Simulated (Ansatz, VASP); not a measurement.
# P in VASP and in Ansatz

```xyz
1
Lattice="4.3314 0.0000 0.0000 0.0000 4.3314 0.0000 0.0000 0.0000 4.2605" Properties=species:S:1:pos:R:3 pbc="T T T"
P     0.0000    0.0000    0.0000
```

Alike in both runs: task single point; functional PBEsol; k mesh 12 × 12 × 12; occupations gaussian, width 0.15 eV; no spin polarisation.

|  | VASP | Ansatz |
| --- | --- | --- |
| version | VASP 6.6.1 | Ansatz 0.2.0 |
| potentials or method | VASP PAW PBE potentials, release 64 (P) | scalar-relativistic, plane waves, PAW |
| plane-wave cutoff (eV) | 520 | 420 |
| valence electrons in the cell | 5 | 5 |

|  | VASP | Ansatz | Ansatz less VASP |
| --- | --- | --- | --- |
| gap on the k mesh at the Fermi level (eV) | none | none | - |
| pressure (GPa) | -3.9 | -3.8 | +0.01 |
| largest component of the traceless stress (GPa) | 0.19 | 0.19 | 0.000 |

A gap of «none» marks a metal or a gap that the smearing closes.

Caveats: the PAW data sets were made with another functional, which shifts forces and pressure a little (VASP).
